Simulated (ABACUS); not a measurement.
The system is TiAl.

```xyz
2
Lattice="3.1791 0.0000 0.0000 0.0000 3.1791 0.0000 0.0000 0.0000 3.1791" Properties=species:S:1:pos:R:3 pbc="T T T"
Ti    0.0000    0.0000    0.0000
Al    1.5895    1.5895    1.5895
```

The cell comes from a database or a generator and needn't be the stable form of this composition.

* Program: ABACUS 3.10.1
* Task: single point
* Functional: PBE
* Potentials or basis: PseudoDojo NC SR 0.4.1 PBE standard
* Cutoff: 1143 eV
* Density cutoff: 4572 eV
* Basis: plane waves
* k mesh: 8 × 8 × 8
* Occupations: fermi-dirac, width 0.05 eV
* Spin: no spin polarisation

On this cell: pressure 0.8 GPa; largest force zero by symmetry; band gap on the k mesh none (metal or under the smearing width).

The same run follows on a disturbed copy (atoms moved at random, drawn with an rms of 0.05 Å):

```
CELL_PARAMETERS angstrom
3.17906 0.00000 0.00000
0.00000 3.17906 0.00000
0.00000 0.00000 3.17906
ATOMIC_POSITIONS crystal
Ti 0.99886 0.00758 0.00170
Al 0.50931 0.50647 0.50062
```

Task: What changes?

Result: The energy (extrapolated to zero smearing) moves by +1.8 meV/atom; pressure 0.8 GPa; largest force 0.213 eV/Å; band gap on the k mesh none (metal or under the smearing width).

Forces in eV/Å, atoms in the order of the input:
```
Ti   0.211 -0.022 -0.022
Al  -0.211  0.022  0.022
```
